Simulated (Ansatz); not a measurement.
## Ag under changes of volume

One of the cells (18.154 Å³/atom); the others are scaled copies at fixed shape and fractional positions:

```xyz
1
Lattice="-1.6557 1.6557 1.6557 1.6557 -1.6557 1.6557 1.6557 1.6557 -1.6557" Properties=species:S:1:pos:R:3 pbc="T T T"
Ag    0.0000    0.0000    0.0000
```

This isn't the form of Ag at room conditions, which is fcc.

| Property | Result |
| --- | --- |
| Program | Ansatz 0.2.0 |
| Functional | LDA |
| Potentials or basis | all-electron LAPW, scalar-relativistic |
| Cutoff | 244 eV (chosen from the basis error) |
| Basis error allowed | 0.001 eV/atom |
| k mesh | 11 × 11 × 11 |
| Occupations | fermi-dirac, width 0.05 eV |
| Spin | no spin polarisation |

| volume (Å³/atom) | energy over the lowest point (meV/atom) | pressure (GPa) |
| --- | --- | --- |
| 17.065 | 0.00 | -6.5 |
| 17.428 | 16.85 | -8.4 |
| 17.791 | 37.78 | -10.1 |
| 18.154 | 62.20 | -11.5 |
| 18.517 | 89.62 | -12.7 |
| 18.880 | 119.53 | -13.7 |
| 19.243 | ? | ? |

Task: What does the run at 19.243 Å³/atom give?

Result: Energy over the lowest point 151.61 meV/atom; pressure -14.6 GPa.

Worked out: A Birch-Murnaghan fit of order 3 (a polynomial in V^(-2/3)) to the other rows has no minimum within the range. It gives 151.58 meV/atom at 19.243 Å³/atom, against the run's 151.61, and -dE/dV = -14.6 GPa, against -14.6.

Energies are extrapolated to zero smearing.
